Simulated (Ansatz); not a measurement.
# CrO2 under changes of volume

One of the cells (9.980 Å³/atom); the others are scaled copies at fixed shape and fractional positions:

```
CELL_PARAMETERS angstrom
4.47134 0.00000 0.00000
0.00000 4.47134 0.00000
0.00000 0.00000 2.99518
ATOMIC_POSITIONS crystal
Cr 0.50000 0.00000 0.76155
Cr 0.00000 0.50000 0.23845
O 0.79829 0.70171 0.74638
O 0.20171 0.29829 0.74638
O 0.29829 0.79829 0.25362
O 0.70171 0.20171 0.25362
```

The cell is a database's computed one.

```yaml
Program: Ansatz 0.2.0
Functional: PBE
Potentials_or_basis: Ansatz PAW
Cutoff: "420 eV (not typed: the program's choice for these potentials)"
k_mesh: 6 × 6 × 9
Occupations: fermi-dirac, width 0.05 eV
Spin: collinear spin, ferromagnetic start
Starting_moments: "[3.0, 3.0, 0.0, 0.0, 0.0, 0.0] μB"
```

| volume (Å³/atom) | energy over the lowest point (meV/atom) | pressure (GPa) | largest force (eV/Å) |
| --- | --- | --- | --- |
| 9.382 | 3.31 | 5.3 | 0.620 |
| 9.581 | 0.00 | 0.0 | 0.615 |
| 9.781 | 3.04 | -4.8 | 0.611 |
| 9.980 | 11.64 | -9.0 | 0.606 |
| 10.180 | 25.24 | -12.8 | 0.602 |
| 10.380 | ? | ? | ? |
| 10.579 | 65.16 | -19.1 | 0.594 |

Question: What does the run at 10.380 Å³/atom give?

Answer: Energy over the lowest point 43.25 meV/atom; pressure -16.1 GPa; largest force 0.598 eV/Å.

Worked out: A Birch-Murnaghan fit of order 3 (a polynomial in V^(-2/3)) to the other rows has its minimum at 9.58 Å³/atom with B0 = V·E''(V) = 243 GPa and B' = 4.8 at fixed shape and positions, which overstates the stiffness. It gives 43.30 meV/atom at 10.380 Å³/atom, against the run's 43.25, and -dE/dV = -16.1 GPa, against -16.1.

Energies are extrapolated to zero smearing.

Caveats: only a ferromagnetic start was run, and an antiferromagnetic order may lie lower in energy.
